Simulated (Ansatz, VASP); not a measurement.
**Al27SiN26 (Si_N): VASP beside Ansatz**

One calculation is typed for both programs; each brings its own data sets. How far apart do they land? Of the first pair: The structure shown is the start of the Ansatz relaxation below; VASP solves that cell, so the two are compared at the walk's first step.

Program: Ansatz 0.2.0. Level of theory: plane waves, with VASP 6.6.1 beside it; single point at r2SCAN. Results are calculated unless marked as measured.

## (1) Starting point

The cell holds 54 atoms: 27 Al, 26 N and 1 Si. Cell: a = 9.269 Å, b = 9.269 Å, c = 9.269 Å, α = 60.0°, β = 60.0°, γ = 60.0°. It derives from AlN (AlN (F-43m)). Nearest the centre at fractional (0.417, 0.417, 0.417): Si54 at 0.05 Å, Al17 at 1.88 Å, Al15 at 1.89 Å, Al23 at 1.92 Å, Al14 at 1.92 Å, N40 at 3.04 Å, N39 at 3.05 Å, N42 at 3.05 Å. The cell carries charge +1.

Structure file:

```xyz
54
Lattice="0.0000 6.5542 6.5542 6.5542 0.0000 6.5542 6.5542 6.5542 0.0000" Properties=species:S:1:pos:R:3 pbc="T T T"
Al   13.0680    6.5570    6.5835
Al    8.7397    8.7415   13.0585
Al    4.4145   10.9453    6.5553
Al    2.2317    6.5694    8.7310
Al    4.3496    2.2305    2.1821
Al    6.5961   10.9430    8.7581
Al    4.4119    6.5488   10.9495
Al    6.5209    2.1537    4.3902
Al    8.7288   10.8762   10.9355
Al    6.5755    2.2262    8.7208
Al    2.2302    4.3724    2.2053
Al   10.9294    6.5447    8.6902
Al    8.7159    8.7392    4.4138
Al    4.3810    4.3281    4.3439
Al    6.5355    6.5963    4.3889
Al    4.4008    2.2092    6.5844
Al    6.5187    4.3816    6.5873
Al    8.7147    6.5380    6.5948
Al    6.5593    4.3981   10.8830
Al    2.1776    6.5149    4.3394
Al   10.9034    8.7643   10.8856
Al    2.2085    4.4134    6.5534
Al    4.3443    6.5341    6.5924
Al    6.5197    8.7065    6.5704
Al    4.3697    4.3815    8.6904
Al    6.5675    6.5939    8.7116
Al    8.7407    8.7886    8.7442
N     1.1360    1.0740    1.1085
N     3.3007    3.3206    1.0993
N     5.4653    5.4717    1.1413
N     3.2888    1.0518    3.3039
N     5.4533    3.2492    3.3177
N     7.6245    5.4922    3.2441
N     5.4561    1.0429    5.4663
N     7.6690    3.2830    5.5061
N     9.8611    5.4627    5.5020
N     1.1109    3.3050    3.3142
N     3.2843    5.4570    3.2279
N     5.4592    7.6365    3.3260
N     3.3041    3.3189    5.4665
N     7.6845    7.6788    5.4570
N     5.4495    3.3252    7.6404
N     7.6620    5.4792    7.6908
N     9.8093    7.6877    7.6286
N     1.1254    5.4982    5.4711
N     3.2574    7.6922    5.4561
N     5.4902    9.8611    5.4335
N     3.2664    5.4631    7.6954
N     5.5003    7.6720    7.6273
N     7.6174    9.8430    7.6854
N     5.4330    5.4974    9.8111
N     7.6317    7.6046    9.8085
N     9.7874    9.8107    9.8190
Si    5.4543    5.5062    5.4401
```

## (2) Ansatz: relaxation, r2SCAN

Ansatz runs on its PAW soft_1 files.

The two programs are compared at the cell with which this relaxation starts, whose forces are those of its first step.

The input, input.yaml:

```yaml
crystal:
  lattice:
    - [0.0, 2.18472995, 2.18472995]
    - [2.18472995, 0.0, 2.18472995]
    - [2.18472995, 2.18472995, 0.0]
  atoms:
    - { symbol: Al, position: [0.0, 0.0, 0.0] }
    - { symbol: "N", position: [0.25, 0.25, 0.25] }
  supercell: [3, 3, 3]
  defects: [{ substitution: { at: 27, symbol: Si } }]
total_charge: 1
basis:
  ecutwfc: 500
  xc_grid: 2
hamiltonian:
  xc: r2scan
  pseudopotentials: { kind: paw, azcp: { folder: soft_1 } }
kpoints:
  mp_grid: { grid: [1, 1, 1], shift: [0.25, 0.25, 0.25] }
scf:
  occupations: { method: fermi_dirac, width: 0.01 }
  max_iter: 80
output:
  forces: true
  charged_corrections: { epsilon: 4.64, static_epsilon: 8.51 }
relax:
  f_tol: 0.02
  max_steps: 80
  random_displacement: { amplitude: 0.05, seed: 4437 }
checkpoint:
  write: "../qp1.relax_smeared.run"
  compress: false
  write_wavefunctions: true
  write_every: 100000
```

On the command line:

```console
$ ansatz run input.yaml --threads 4 --pin off --max-ram 7536MiB --backend cpu --events-out ev --progress --plain --runs-dir out
```

Numbers of over 12 decimals in the logs are rounded to 6 here.

Output:

```text
Engine: ansatz 0.2.0, aarch64-unknown-linux-gnu
Pseudopotentials: kind: paw
Pseudopotential: Al, paw, valence charge 3, recommended cutoff 500 eV (meta_gga), soft_1/Al.paw.azcp
Pseudopotential: N, paw, valence charge 5, recommended cutoff 500 eV (meta_gga), soft_1/N.paw.azcp
Pseudopotential: Si, paw, valence charge 4, recommended cutoff 500 eV (meta_gga), soft_1/Si.paw.azcp
Functional definition: r2SCAN
  parameter k0 = 0.174
  parameter k1 = 0.065
  parameter a1 = 4.9479
  exchange = r2scan_x(k0 = k0, k1 = k1, a1 = a1)
  correlation = r2scan_c
Crystal: 54 atoms, lattice volume = 563.102 Å³
Basis set: ecut = 500 eV, 14331 PW (Γ), exchange–correlation on 144×144×144 points (8 copies of the dense FFT grid, shifted against one another)
Bands: 161, of which v1, the nominal top of the filled ones, is band 107 counted from 1 (106 counted from 0)
Symmetry: 1 space group operations
k-points: 1
Non-local potential: Al, projectors of the file, l = 0: 2, l = 1: 2, l = 2: 1
Non-local potential: N, projectors of the file, l = 0: 2, l = 1: 2, l = 2: 1
Non-local potential: Si, projectors of the file, l = 0: 2, l = 1: 2, l = 2: 1
PAW form: soft (Blöchl's): semilocal exchange-correlation on the pseudo side does not see the compensation charge
PAW frozen core: Al, regenerated for the run's functional (the file was generated under x = pbe(κ = 0.804, μ = 0.219515), c = pbe(β = 0.066725))
PAW frozen core: N, regenerated for the run's functional (the file was generated under x = pbe(κ = 0.804, μ = 0.219515), c = pbe(β = 0.066725))
PAW frozen core: Si, regenerated for the run's functional (the file was generated under x = pbe(κ = 0.804, μ = 0.219515), c = pbe(β = 0.066725))
PAW one-centre angular grid: Al, 302 points (default); XC on 160 Gauss nodes
PAW one-centre angular grid: N, 302 points (default); XC on 160 Gauss nodes
PAW one-centre angular grid: Si, 302 points (default); XC on 160 Gauss nodes
Initial density: superposition of atomic densities (chi_scale 0.1, normalization cell, long waves kept (reshape's long-wave potential 0.30 eV rms))
Initial wavefunctions: pseudopotential atomic-orbital guess
Functional: x = r2scan, c = r2scan; τ floored in thin density (d = 2e-4 eV/Å³)
SCF iter   1: F=—  HF=-25339.174108 eV  |F-HF|=—  |Δ(HF+E_count)|=         —  Δρ=1.35e-1  dr2=1.28e2  dr2_τ=1.41e1  ethr=3.10e-3  ⟨swp⟩=7.0  Hψ=786  notcnv=0  defer=21
preconditioner: auto → Resta (q_TF=auto, 2.322 Å⁻¹)  ε∞=3.4  [insulator: Δε(μ)=0.039 eV  Ē_g=14.755 eV  σ=0.010 eV  W_gap=0.75  n_scr=112 (ndim 8)  ℏωp=22.9 eV  f_vac=0.000  D(μ)=43.29/eV (n_scr^D=530)  ε∞_Penn≈3.4]
SCF iter   2: F=—  HF=-25308.478822 eV  |F-HF|=—  |Δ(HF+E_count)|=    3.07e1  Δρ=5.13e-2  dr2=1.83e1  dr2_τ=2.95e0  ethr=3.10e-3  ⟨swp⟩=4.0  Hψ=312  notcnv=0  defer=46
preconditioner: auto → Kerker (q_TF=auto, 2.322 Å⁻¹)  [metal: Δε(μ)=0.008 eV  Ē_g=13.848 eV  σ=0.010 eV  W_gap=0.19  n_scr=112 (ndim 8)  ℏωp=22.9 eV  f_vac=0.000  D(μ)=96.23/eV (n_scr^D=1638)]
SCF iter   3: F=—  HF=-25309.809357 eV  |F-HF|=—  |Δ(HF+E_count)|=    1.33e0  Δρ=3.01e-2  dr2=4.92e0  dr2_τ=2.90e-1  ethr=3.10e-3  ⟨swp⟩=3.0  Hψ=205  notcnv=0  defer=46
SCF iter   4: F=—  HF=-25310.396718 eV  |F-HF|=—  |Δ(HF+E_count)|=   5.87e-1  Δρ=2.17e-2  dr2=2.94e0  dr2_τ=2.67e-1  ethr=2.30e-3  ⟨swp⟩=3.0  Hψ=298  notcnv=0  defer=46
SCF iter   5: F=—  HF=-25310.081981 eV  |F-HF|=—  |Δ(HF+E_count)|=   3.15e-1  Δρ=9.14e-3  dr2=6.36e-1  dr2_τ=6.05e-2  ethr=1.37e-3  ⟨swp⟩=2.0  Hψ=161  notcnv=0  defer=46
SCF iter   6: F=—  HF=-25310.131521 eV  |F-HF|=—  |Δ(HF+E_count)|=   4.95e-2  Δρ=1.09e-2  dr2=9.00e-1  dr2_τ=3.08e-2  ethr=2.97e-4  ⟨swp⟩=2.0  Hψ=193  notcnv=0  defer=46
SCF iter   7: F=—  HF=-25310.103689 eV  |F-HF|=—  |Δ(HF+E_count)|=   2.78e-2  Δρ=7.72e-3  dr2=4.88e-1  dr2_τ=8.55e-3  ethr=2.97e-4  ⟨swp⟩=2.0  Hψ=117  notcnv=0  defer=46
SCF iter   8: F=—  HF=-25310.093782 eV  |F-HF|=—  |Δ(HF+E_count)|=   9.91e-3  Δρ=5.69e-3  dr2=2.78e-1  dr2_τ=8.66e-3  ethr=2.28e-4  ⟨swp⟩=1.0  Hψ=115  notcnv=0  defer=46
SCF iter   9: F=—  HF=-25310.087538 eV  |F-HF|=—  |Δ(HF+E_count)|=   6.24e-3  Δρ=2.62e-3  dr2=6.20e-2  dr2_τ=6.41e-4  ethr=1.30e-4  ⟨swp⟩=1.0  Hψ=115  notcnv=0  defer=46
SCF iter  10: F=—  HF=-25310.086769 eV  |F-HF|=—  |Δ(HF+E_count)|=   7.70e-4  Δρ=1.78e-3  dr2=2.97e-2  dr2_τ=3.76e-4  ethr=2.90e-5  ⟨swp⟩=2.0  Hψ=122  notcnv=0  defer=46
SCF iter  11: F=—  HF=-25310.086119 eV  |F-HF|=—  |Δ(HF+E_count)|=   6.50e-4  Δρ=3.27e-4  dr2=1.09e-3  dr2_τ=4.39e-5  ethr=1.39e-5  ⟨swp⟩=2.0  Hψ=120  notcnv=0  defer=46
SCF iter  12: F=—  HF=-25310.085906 eV  |F-HF|=—  |Δ(HF+E_count)|=   2.12e-4  Δρ=4.46e-4  dr2=1.55e-3  dr2_τ=5.57e-5  ethr=5.09e-7  ⟨swp⟩=2.0  Hψ=162  notcnv=0  defer=46
SCF iter  13: F=—  HF=-25310.085816 eV  |F-HF|=—  |Δ(HF+E_count)|=   8.99e-5  Δρ=1.76e-4  dr2=3.61e-4  dr2_τ=5.35e-6  ethr=5.09e-7  ⟨swp⟩=1.0  Hψ=115  notcnv=0  defer=46
[...]
atom  17  Al     0.00116550    -0.00767519    -0.00026338
  atom  18  N      0.00014120     0.00044594     0.00117617
  atom  19  Al    -0.00283555    -0.00080510    -0.00314303
  atom  20  N      0.00124335     0.00026546    -0.00204501
  atom  21  Al     0.00112700     0.00018506    -0.00007753
  atom  22  N     -0.00051349    -0.00087464    -0.00216932
  atom  23  Al     0.00076353     0.00068112    -0.00043528
  atom  24  N     -0.00012529    -0.00019918    -0.00270602
  atom  25  Al     0.00250504     0.00027069    -0.00416744
  atom  26  N      0.00253632     0.00162124    -0.00036997
  atom  27  Al    -0.00339543    -0.00973052    -0.00523763
  atom  28  Si     0.00183503     0.00841643     0.01271154
  atom  29  Al    -0.00224088    -0.00409256    -0.00201731
  atom  30  N      0.00035683    -0.00095054     0.00090219
  atom  31  Al     0.00753035     0.00077491     0.00363661
  atom  32  N     -0.00159429    -0.00262601    -0.00393234
  atom  33  Al     0.00015685    -0.01059608    -0.00108455
  atom  34  N      0.00282780     0.00213291    -0.00058525
  atom  35  Al     0.00428134    -0.00344741     0.00195088
  atom  36  N      0.00215139    -0.00216433    -0.00085625
  atom  37  Al    -0.00299904     0.00379987     0.00109840
  atom  38  N      0.00006803     0.00210893     0.00213014
  atom  39  Al    -0.00304422     0.00391019     0.00204268
  atom  40  N     -0.00260755     0.00050010     0.00233269
[...]
atom  47  Al    -0.00276460     0.00216540     0.00547083
  atom  48  N     -0.00013768     0.00126558     0.00060025
  atom  49  Al    -0.00165642    -0.00382302     0.00174558
  atom  50  N      0.00060647     0.00128530     0.00190603
  atom  51  Al    -0.00164960     0.00167635     0.00528524
  atom  52  N     -0.00031042    -0.00065806     0.00354170
  atom  53  Al     0.00193473     0.00355452     0.00572411
  atom  54  N     -0.00179197    -0.00180869     0.00155418
  max |Σ_I F_I| component: 1.23e-2 eV/Å
--- Charged-cell corrections in eV (Makov–Payne, q = +1.000 e, ε = 8.510) ---
  F (periodic)     = -25318.417015  (uncorrected; the corrections below are reported, never added to it)
  E_corr1          = +0.295917  (monopole, q²α_M/2εL)
  F Makov-Payne    = -25318.121098  (F + E_corr1; no measured alignment; for a localised charge, not one spread in a band: unchecked)
  no potential alignment in this run, which stands beside a crystal: run the host's input off ansatz write-host-input, and read the two finished runs by ansatz place-levels (neither reads a slab, a wire or a sheet, whose cell leaves a vacuum)
--- Band table (eV) ---
  k-point 0: bands = [... 103 lower, 6.7872, 6.7972, 8.4616, 8.7137, 9.0491, 11.5091, 11.7224, 11.8056, ... 50 higher]
--- Relaxed structure (19 steps of the walk, 17 accepted, 0 SCFs on fresh bases) ---
  F+E_penalty+E_count = -25318.41701509 eV   max|allowed force component| = 1.260e-2 eV/Å
  atoms:
    - { symbol: Al, position: [-0.000894795, -5.66213329839801e-6, -0.000123919] }
    - { symbol: N, position: [0.081984, 0.081996, 0.086662] }
    - { symbol: Al, position: [3.975294882953592e-5, 5.010637665993664e-5, 0.334172] }
    - { symbol: N, position: [0.082544, 0.081823, 0.418160] }
    - { symbol: Al, position: [-0.000665106, 0.000164337, 0.669133] }
    - { symbol: N, position: [0.083500, 0.084898, 0.750493] }
    - { symbol: Al, position: [0.000897478, 0.332369, -0.000215817] }
    - { symbol: N, position: [0.083264, 0.414283, 0.085501] }
    - { symbol: Al, position: [0.00118422, 0.332074, 0.334677] }
    - { symbol: N, position: [0.076856, 0.417325, 0.416330] }
    - { symbol: Al, position: [0.000303788, 0.334298, 0.666502] }
    - { symbol: N, position: [0.074495, 0.418881, 0.758627] }
    - { symbol: Al, position: [0.000841528, 0.666303, 0.000440047] }
    - { symbol: N, position: [0.084687, 0.750050, 0.083236] }
    - { symbol: Al, position: [0.00187695, 0.665420, 0.331525] }
    - { symbol: N, position: [0.088630, 0.746590, 0.416919] }
    - { symbol: Al, position: [0.000938895, 0.666458, 0.669303] }
    - { symbol: N, position: [0.084842, 0.750251, 0.750836] }
    - { symbol: Al, position: [0.331495, -0.00363646, 0.00544185] }
    - { symbol: N, position: [0.415058, 0.080874, 0.086722] }
    - { symbol: Al, position: [0.332319, -0.00469284, 0.335581] }
    - { symbol: N, position: [0.416486, 0.071223, 0.418105] }
    - { symbol: Al, position: [0.332233, -0.000398874, 0.667999] }
    - { symbol: N, position: [0.416124, 0.074265, 0.761629] }
    - { symbol: Al, position: [0.333101, 0.331275, 0.00152613] }
    - { symbol: N, position: [0.416611, 0.416477, 0.075049] }
    - { symbol: Al, position: [0.318083, 0.315515, 0.316112] }
    - { symbol: Si, position: [0.424963, 0.380705, 0.430082] }
    - { symbol: Al, position: [0.314961, 0.321115, 0.715910] }
    - { symbol: N, position: [0.416890, 0.417022, 0.759837] }
    - { symbol: Al, position: [0.333765, 0.664731, -0.00111501] }
    - { symbol: N, position: [0.419935, 0.748897, 0.080699] }
    - { symbol: Al, position: [0.334674, 0.696417, 0.321104] }
    - { symbol: N, position: [0.421117, 0.749891, 0.420235] }
    - { symbol: Al, position: [0.334216, 0.665480, 0.670764] }
    - { symbol: N, position: [0.418563, 0.750712, 0.750494] }
    - { symbol: Al, position: [0.666472, 0.00143049, 0.000262346] }
    - { symbol: N, position: [0.749377, 0.086215, 0.083058] }
    - { symbol: Al, position: [0.664429, 0.00324507, 0.331006] }
    - { symbol: N, position: [0.743834, 0.093002, 0.416460] }
    - { symbol: Al, position: [0.664737, 0.00387421, 0.669456] }
    - { symbol: N, position: [0.749553, 0.086332, 0.750568] }
    - { symbol: Al, position: [0.666227, 0.335669, -0.0023129] }
    - { symbol: N, position: [0.758855, 0.422759, 0.068960] }
    - { symbol: Al, position: [0.713318, 0.340420, 0.305809] }
    - { symbol: N, position: [0.758463, 0.421846, 0.417323] }
    - { symbol: Al, position: [0.666452, 0.335683, 0.667757] }
    - { symbol: N, position: [0.750792, 0.420071, 0.748597] }
    - { symbol: Al, position: [0.670743, 0.670648, -0.0059452] }
    - { symbol: N, position: [0.750691, 0.751418, 0.083417] }
    - { symbol: Al, position: [0.671046, 0.670317, 0.332864] }
    - { symbol: N, position: [0.753237, 0.754680, 0.415756] }
    - { symbol: Al, position: [0.667985, 0.669234, 0.665502] }
    - { symbol: N, position: [0.752255, 0.755778, 0.745470] }
```

(Part 1 of 3 ends here.)

[Lines on the potential files, build, host, timing and source positions are cut from VASP's logs without a mark.]

[Logs are printed without paths, hosts, clocks, repeated set-up lines and the standing remarks that a program may print on its own settings, such as how far it seeks lower states.]

[Hosts, paths, dates, database ids (printed as entryN), source tags and the programs' standing remarks are cut or masked in the printed files.]
